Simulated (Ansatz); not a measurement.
An input for Ansatz 0.2.0 (Pr):

Contents of input.yaml:

```yaml
crystal:
  lattice:
    - [-2.0973721543, 2.0973721543, 2.0973721543]
    - [2.0973721543, -2.0973721543, 2.0973721543]
    - [2.0973721543, 2.0973721543, -2.0973721543]
  atoms:
    - { symbol: Pr, position: [0.0, 0.0, 0.0], spin: 1.26 }
hamiltonian:
  xc: pbesol
  pseudopotentials: { kind: paw, accuracy: stringent }
  hubbard:
    sites: [{ species: Pr, l: f, u_eff: 8.0 }]
    projectors: all-electron-atomic
magnetization:
  spin_polarized: true
kpoints:
  mp_grid: { grid: [9, 9, 9], kspacing: 0.3 }
scf:
  occupations: { method: tetrahedron }
  max_iter: 60
output:
  forces: true
  stress: true
  bader: true
  populations: intrinsic
```

Potentials or basis: SSSP precision PAW.

Run with:

```console
$ ansatz run input.yaml --threads 1 --pin off --max-ram 2560MiB --backend cpu --events-out ev --progress --plain --runs-dir out
```

Q: What does the program do with it?

A: The run stopped without a result. It printed:

Output:

```text
Error: no pseudopotential record for Pr at <dir> Nothing was run.
  By this build's list the table `kind: paw`, `accuracy: stringent` of `hamiltonian.pseudopotentials` has no Pr in this build's library.
Fix: name a record of your own for Pr alone.
  For PBEsol this build's library has no other record for Pr that a `kind: paw` deck can take. What follows is what a deck of another `kind` or functional would find; either is another calculation.
  For LDA (`xc_functional: lda` under `hamiltonian.pseudopotentials`) it has Pr under
    kind: paw      source: jth
  For PBE (`xc_functional: pbe` under `hamiltonian.pseudopotentials`) it has Pr under
    kind: paw      source: ansatz or jth, or accuracy: standard or stringent (the limits of `source: ansatz`: that key's Limitations)
    kind: nc       accuracy: lanthanide_3plus (`lanthanide_3plus` for 3+ ions alone)
  To change Pr alone, name a record of the deck's `kind` under `hamiltonian.pseudopotentials.azcp`, as `Pr: <path>` (`python -m ansatz.pseudopotential add <file.upf> <file.azcp>` makes one from a UPF file).
  `python` is the interpreter of the environment that holds the engine's wheel, or a checkout's `.venv/bin/python`.
```
